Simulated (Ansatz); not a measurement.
# Ta: response to strain

Aim: deform Ta (z strained by -1 % at fixed volume) and compute stress, forces and field gradients with LAPW, PAW and all-electron datasets made for the crystal.

Method: DFT PBE, scalar-relativistic, in Ansatz 0.2.0.

### Step 1. The structure to begin with

It takes space group Im-3m (No. 229, cubic). The conventional cell has a = 3.303 Å, b = 3.303 Å, c = 3.303 Å, α = 90.00°, β = 90.00°, γ = 90.00°. Around Ta (site symmetry m-3m) lie 8 Ta at 2.86 Å.

As a file:

```
CELL_PARAMETERS angstrom
-1.65128 1.65128 1.65128
1.65128 -1.65128 1.65128
1.65128 1.65128 -1.65128
ATOMIC_POSITIONS crystal
Ta 0.00000 0.00000 0.00000
```

### Step 2. After the deformation

Space group Im-3m before, I4/mmm after.

### Step 3. All-electron LAPW

input.yaml reads:

```yaml
crystal:
  lattice:
    - [-1.6595988436, 1.6595988436, 1.6347672]
    - [1.6595988436, -1.6595988436, 1.6347672]
    - [1.6595988436, 1.6595988436, -1.6347672]
  atoms:
    - { symbol: Ta, position: [0.0, 0.0, 0.0] }
kpoints:
  mp_grid: { grid: [15, 15, 15] }
scf:
  occupations: { method: fermi_dirac, width: 0.05 }
hamiltonian:
  xc: pbe
  pseudopotentials: { kind: all_electron, lapw: { basis_error: 0.00025 } }
output:
  forces: true
  stress: true
  eigenvalues: true
```

### Step 4. PAW on the default files

Edit input.yaml of step 3 so:

```diff
@@ -13,3 +13,3 @@
   xc: pbe
-  pseudopotentials: { kind: all_electron, lapw: { basis_error: 0.00025 } }
+  pseudopotentials: { kind: paw }
 output:
@@ -18 +18,2 @@
   eigenvalues: true
+  efg: { contact_densities: true }
```

### Step 5. Datasets made for this crystal

Edit input.yaml of step 4 so:

```diff
@@ -13,3 +13,3 @@
   xc: pbe
-  pseudopotentials: { kind: paw }
+  pseudopotentials: { kind: all_electron, datasets: crystal }
 output:
```

(Steps that only read results are left out.)

What does the calculation give? Wanted: pressure; largest shear or deviatoric stress.

**Answer**, as computed:

| quantity | value |
| --- | --- |
| pressure | LAPW 2.84, PAW 2.90, crystal datasets 2.84 GPa |
| largest shear or deviatoric stress (LAPW) | 1.13 GPa |

The largest part of the stress beyond the pressure is 1.13 GPa in size, in the zz component. No run of the undeformed cell stands beside it, so the pressure holds what the given cell had before the change. PAW: stress within 0.07 GPa of LAPW. Crystal datasets: stress within 0.01 GPa of LAPW. Spin-orbit coupling is left out, though the cell holds Ta; in elements this heavy it can shift bands and gaps by tenths of an eV.
